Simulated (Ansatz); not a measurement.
ZrO2 in space group P4_2/nmc (No. 137; Zr on 2a, O on 4d) is relaxed with DFT-PBEsol in the program Ansatz with PAW potentials. What lattice parameters of the conventional cell result?

a = 3.584 Å, c = 5.179 Å.

Give the free coordinates with the occupied sites.

In one choice of origin and axes:

```json
[
 {"atom": "Zr", "site": "2a", "symmetry": "-4m2", "x": "0.0000", "y": "0.0000", "z": "0.0000"},
 {"atom": "O", "site": "4d", "symmetry": "2mm.", "x": "0.5000", "y": "0.0000", "z": "0.2011"}
]
```

Is it a metal or does it have a gap at this level?

A gap of 4.00 eV, indirect.

This is a known high-temperature phase of the composition, computed here at zero pressure and temperature. The cell was relaxed with PBEsol under the symmetry of its start; whether a distortion lowers the energy is not shown. No spin polarisation was allowed. Scalar-relativistic: spin–orbit coupling is off unless named, which matters more the heavier the elements.

Potentials: the earlier of the program's two PAW sets. The files were generated under PBE; for other functionals the program regenerates the frozen cores, and for LDA and PBEsol the local potential too.
